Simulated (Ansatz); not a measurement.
Crystal: MnO.

```
CELL_PARAMETERS angstrom
0.00000 2.22391 2.22391
2.22391 0.00000 2.22391
2.22391 2.22391 0.00000
ATOMIC_POSITIONS crystal
Mn 0.00000 0.00000 0.00000
O 0.50000 0.50000 0.50000
```

The cell is a database's computed one.

Base run:

```yaml
Program: Ansatz 0.2.0
Functional: PBEsol
Potentials_or_basis: Ansatz PAW
Cutoff: "420 eV (not typed: the program's choice for these potentials)"
k_mesh: 10 × 10 × 10
Occupations: fermi-dirac, width 0.05 eV
Spin: no spin polarisation
```

Its results: band gap on the k mesh none (metal or under the smearing width); pressure -41.3 GPa.

The run is repeated on the same cell with these changes: spin from no spin polarisation to collinear spin, ferromagnetic start. What comes out?

Band gap on the k mesh none (metal or under the smearing width); pressure -7.2 GPa; net moment 4.77 μB per cell; site moments Mn +4.03; O +0.23 μB.

Caveats: semilocal functionals often make such compounds metallic where correlation or magnetic order opens a gap, which also shifts bond lengths; the PAW data sets come from PBE, with cores solved anew for the run's functional, which leaves a small shift of forces and pressure; a pressure of tens of GPa on the cell as given is suspect, and the run, the potentials or the cell itself is likely at fault (some runs); an odd number of electrons without spin polarisation forces a metal (some runs); a magnetic or distorted state may lie lower (some runs); a cell with one magnetic atom can't hold antiferromagnetic order, which such compounds often take (some runs).
